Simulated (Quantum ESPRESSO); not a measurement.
The system is WC.

```xyz
2
Lattice="0.0000 2.3021 2.3021 2.3021 0.0000 2.3021 2.3021 2.3021 0.0000" Properties=species:S:1:pos:R:3 pbc="T T T"
W     0.0000    0.0000    0.0000
C     3.4532    3.4532    3.4532
```

The cell was built by a generator and needn't be a form met in nature.

Base run:

* Program: Quantum ESPRESSO 7.5
* Functional: PBE
* Potentials or basis: SSSP 1.3 efficiency PBE
* Cutoff: 748 eV
* Density cutoff: 5987 eV
* k mesh: 10 × 10 × 10
* Occupations: fermi-dirac, width 0.05 eV
* Spin: no spin polarisation

Its results: band gap on the k mesh none (metal or under the smearing width); pressure 18.9 GPa.

**Question.** The run is repeated on the same cell with these changes: potentials or basis from SSSP 1.3 efficiency PBE to SG15 PBE 1.2; cutoff from 748 eV to 1197 eV; density cutoff from 5987 eV to 4789 eV; k mesh from 10 × 10 × 10 to 4 × 4 × 4; valence electrons from 18 to 32. What comes out?

**Answer.** Band gap on the k mesh none (metal or under the smearing width); pressure 18.3 GPa.

Caveats: some runs use coarse meshes; so large a pressure means that the cell lies far from this level's equilibrium, or that cutoff or potentials fall short.

Not every run made on this cell is shown here.
